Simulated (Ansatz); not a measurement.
# Structure relaxation of CuAu

Method: DFT PBE, scalar-relativistic, plane waves, PAW in Ansatz. Cutoff 420 eV, Γ-centred k mesh, Gaussian smearing, no spin polarisation in the final step.

The start puts CuAu on the CoSn structure type (P6/mmm, No. 191), with Cu in place of Co, Au in place of Sn, at a guessed volume.

```
Cu Au
1.0
     5.01363    0.00000    0.00000
    -2.50682    4.34193    0.00000
     0.00000    0.00000    4.04509
Cu Au
3 3
Direct
  0.50000 0.00000 0.00000
  0.50000 0.50000 0.00000
  0.00000 0.50000 0.00000
  0.00000 0.00000 0.00000
  0.33333 0.66667 0.50000
  0.66667 0.33333 0.50000
```

Cell and atoms relax at zero pressure; the relaxation can't lower the symmetry of the start. After a coarse first stage the cell is made exact in the group found at 0.06 Å.

Energies over the elements count from the elements' standard structures at the same level, with no empirical corrections.

Q: Describe the relaxed structure.

A: It keeps P6/mmm (No. 191). The result has the CoSn (Cu on Co sites) structure. Conventional cell: a = 5.190 Å, c = 4.378 Å. Cu has 4 Cu at 2.60 Å and 6 Au at 2.60–2.65 Å; Au on Wyckoff site a (1 atom of the primitive cell) is coordinated by 6 Cu at 2.60 Å; Au on Wyckoff site d (2 atoms of the primitive cell) is coordinated by 6 Cu at 2.65 Å and 3 Au at 3.00 Å.

```
Cu Au
1.0
     5.19040    0.00000    0.00000
    -2.59520    4.49502    0.00000
     0.00000    0.00000    4.37800
Cu Au
3 3
Direct
  0.50000 0.00000 0.00000
  0.50000 0.50000 0.00000
  0.00000 0.50000 0.00000
  0.00000 0.00000 0.00000
  0.33333 0.66667 0.50000
  0.66667 0.33333 0.50000
```

Q: What are its volume, energy, density and gap?

A: The volume per atom is 17.02 Å³ and the density is 12.71 g/cm³. The energy over the elements is 0.09 eV/atom and the gap on the 12×12×8 mesh is 0 eV (a metal).

The final run used a 12×12×8 mesh on its 6-atom cell and 0.10 eV smearing. For metals, differences of a few meV/atom aren't resolved. Spin–orbit coupling is left out. A structure relaxed within its symmetry needn't be a true minimum.

Cost: 3 runs of about 2.3 core-minutes in all, on AMD EPYC 7B13 (Zen 3) (shared hosts).